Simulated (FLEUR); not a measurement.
# PtSe2 (Sudovikovite) (P-3m1) in FLEUR: a series of runs, part 2 of 2

FLEUR MaX-R8.1 (later development tree).

### 9 Band structure, PBEsol, spin-orbit coupling, no magnetisation

Changes to inp.xml since step 7:

```diff
@@ -6,3 +6,3 @@
    <calculationSetup>
-      <cutoffs Kmax="4.49" Gmax="13.9" GmaxXC="13.9" numbands="0"/>
+      <cutoffs Kmax="4.37" Gmax="13.5" GmaxXC="13.5" numbands="150"/>
       <scfLoop itmax="60" minDistance="0.00001" maxIterBroyd="15" imix="Anderson" alpha="0.05" precondParam="0.0" spinf="2.0" sdNocoIR="T"/>
@@ -11,3 +11,3 @@
       <magnetism jspins="1"/>
-      <soc l_soc="F" theta="0.0" phi="0.0" spav="F"/>
+      <soc l_soc="T" theta="0.0" phi="0.0" spav="F"/>
       <expertModes spex="0" secvar="F"/>
@@ -24,3 +24,3 @@
       <xi:include xmlns:xi="http://www.w3.org/2001/XInclude" href="sym.xml"> </xi:include>
-      <bulkLattice scale="1.0196128224">
+      <bulkLattice scale="1.0">
          <bravaisMatrix>
@@ -34,3 +34,3 @@
       <species name="Platinum (Pt)" element="Pt" atomicNumber="78">
-         <mtSphere radius="2.39" gridPoints="813" logIncrement="0.016"/>
+         <mtSphere radius="2.46" gridPoints="813" logIncrement="0.016"/>
          <atomicCutoffs lmax="10" lnonsphr="8"/>
@@ -51,3 +51,3 @@
       <species name="Selenium (Se)" element="Se" atomicNumber="34">
-         <mtSphere radius="1.85" gridPoints="629" logIncrement="0.019"/>
+         <mtSphere radius="1.9" gridPoints="629" logIncrement="0.019"/>
          <atomicCutoffs lmax="8" lnonsphr="6"/>
```

File crystal.txt:

```
PtSe2
&input cartesian=F /
3.7240000000  0.0000000000  0.0000000000
-1.8620000000  3.2250786037  0.0000000000
0.0000000000  0.0000000000  5.0620000000
1.8897261246
1.0 1.0 1.0

3
78 0.0000000000  0.0000000000  0.0000000000
34 0.6666666667  0.3333333333  0.7500000000
34 0.3333333333  0.6666666667  0.2500000000

&soc 0.0 0.0 /
&kpt div1=6 div2=6 div3=4 gamma=T /
```

Changes to inp.xml (bands) since step 2:

```diff
@@ -6,3 +6,3 @@
    <calculationSetup>
-      <cutoffs Kmax="4.37" Gmax="13.5" GmaxXC="13.5" numbands="0"/>
+      <cutoffs Kmax="4.37" Gmax="13.5" GmaxXC="13.5" numbands="150"/>
       <scfLoop itmax="60" minDistance="0.00001" maxIterBroyd="15" imix="Anderson" alpha="0.05" precondParam="0.0" spinf="2.0" sdNocoIR="T"/>
@@ -11,3 +11,3 @@
       <magnetism jspins="1"/>
-      <soc l_soc="F" theta="0.0" phi="0.0" spav="F"/>
+      <soc l_soc="T" theta="0.0" phi="0.0" spav="F"/>
       <expertModes spex="0" secvar="F"/>
```

Potentials or basis: all-electron, FLAPW.

Launch:

```sh
$ inpgen -f crystal.txt -profile fastHighL
$ # inp.xml edited to the form shown
$ fleur_MPI
$ fleur_MPI   # second run, on inp.xml (bands)
```

The program printed:

```text
Welcome to FLEUR        (www.flapw.de)
      MaX-Release 8.1          (www.max-centre.eu)

 ========== k-point set info ==========
 Selected k-point list: default-1
 k-point list type: mesh
 6 x 6 x 4
 Number of k points: 30

 ------------Calculation Setup---------------------------
 Number of MPI-tasks      :            1
 Number of PE/node        :            1
 Number of OMP-threads    :            1
 Most efficient MPI parallelization for:
           1           2           3           5           6          10          15          30
 Additional eigenvalue parallelization possible
 Number of basis functions:          696
 Approximate size of matrices (H+S) per k-point:         0.007 GB
 --------------------------------------------------------
 Iteration:     1   Distance:      14.93750473 me/bohr^3
 Iteration:     2   Distance:      12.54688757 me/bohr^3
 Iteration:     3   Distance:       6.23212546 me/bohr^3
 Iteration:     4   Distance:       3.25497376 me/bohr^3
 Iteration:     5   Distance:       1.66568620 me/bohr^3
 Iteration:     6   Distance:       0.48984861 me/bohr^3
 Iteration:     7   Distance:       0.40915698 me/bohr^3
 Iteration:     8   Distance:       0.08112050 me/bohr^3
 Iteration:     9   Distance:       0.01870229 me/bohr^3
 Iteration:    10   Distance:       0.01327195 me/bohr^3
 Iteration:    11   Distance:       0.00182909 me/bohr^3
 Iteration:    12   Distance:       0.00150135 me/bohr^3
 Iteration:    13   Distance:       0.00026914 me/bohr^3
 Iteration:    14   Distance:       0.00008385 me/bohr^3
 Iteration:    15   Distance:       0.00013322 me/bohr^3
 Iteration:    16   Distance:       0.00010483 me/bohr^3
 Iteration:    17   Distance:       0.00005380 me/bohr^3
 Iteration:    18   Distance:       0.00002248 me/bohr^3
 Iteration:    19   Distance:       0.00000407 me/bohr^3

 ********************************************************************
 Run finished successfully
 Stop message:
   all done
 ********************************************************************
```

It took 6.3 min on 1 thread of Arm Neoverse V1, shared host; peak memory 0.18 GiB.

Results:

- Free energy: -633994.2383 eV
- Band gap along the path: none (metal or under the smearing width)
- Valence electrons inside the program's atomic spheres: Pt 16.48; Se 12.84 (radii Pt 2.46, Se 1.9 bohr)

Levels at the corners of the path, in eV from the Fermi level:
| point | band 47 | band 48 | band 49 | band 50 | band 51 | band 52 | band 53 | band 54 |
| --- | --- | --- | --- | --- | --- | --- | --- | --- |
| Γ | -0.85 | -0.85 | 0.42 | 0.42 | 1.39 | 1.39 | 1.50 | 1.50 |
| M | -3.29 | -3.29 | -2.81 | -2.81 | 0.64 | 0.64 | 2.33 | 2.33 |
| K | -1.98 | -1.98 | -1.74 | -1.74 | -0.08 | -0.08 | 0.07 | 0.07 |
| Γ | -0.85 | -0.85 | 0.42 | 0.42 | 1.39 | 1.39 | 1.50 | 1.50 |
| A | -1.71 | -1.71 | -1.31 | -1.31 | 2.26 | 2.26 | 2.32 | 2.32 |
| L | -2.93 | -2.93 | -1.37 | -1.37 | 0.96 | 0.96 | 1.51 | 1.51 |
| H | -2.58 | -2.58 | -2.35 | -2.35 | 1.94 | 1.94 | 2.03 | 2.03 |
| A | -1.71 | -1.71 | -1.31 | -1.31 | 2.26 | 2.26 | 2.32 | 2.32 |
| L | -2.93 | -2.93 | -1.37 | -1.37 | 0.96 | 0.96 | 1.51 | 1.51 |
| M | -3.29 | -3.29 | -2.81 | -2.81 | 0.64 | 0.64 | 2.33 | 2.33 |
| K | -1.98 | -1.98 | -1.74 | -1.74 | -0.08 | -0.08 | 0.07 | 0.07 |
| H | -2.58 | -2.58 | -2.35 | -2.35 | 1.94 | 1.94 | 2.03 | 2.03 |

Core levels (eV from the Fermi level):
```tsv
atom	levels
1 Pt	1s1/2 -78285.9, 2s1/2 -13741.1, 2p1/2 -13169.4, 2p3/2 -11441.0, 3s1/2 -3225.9, 3p1/2 -2969.6, 3p3/2 -2589.7, 4s1/2 -691.5, 3d3/2 -2163.1, 3d5/2 -2081.2, 4p1/2 -582.9, 4p3/2 -492.3, 4d3/2 -314.4, 4d5/2 -297.6, 4f5/2 -70.2, 4f7/2 -66.8
2 Se	1s1/2 -12486.5, 2s1/2 -1600.5, 2p1/2 -1435.7, 2p3/2 -1393.9, 3s1/2 -208.4, 3p1/2 -152.0, 3p3/2 -146.2
3 Se	1s1/2 -12486.5, 2s1/2 -1600.5, 2p1/2 -1435.7, 2p3/2 -1393.9, 3s1/2 -208.4, 3p1/2 -152.0, 3p3/2 -146.2
```

Caveat: spin-orbit coupling is added in second variation on a limited number of bands.
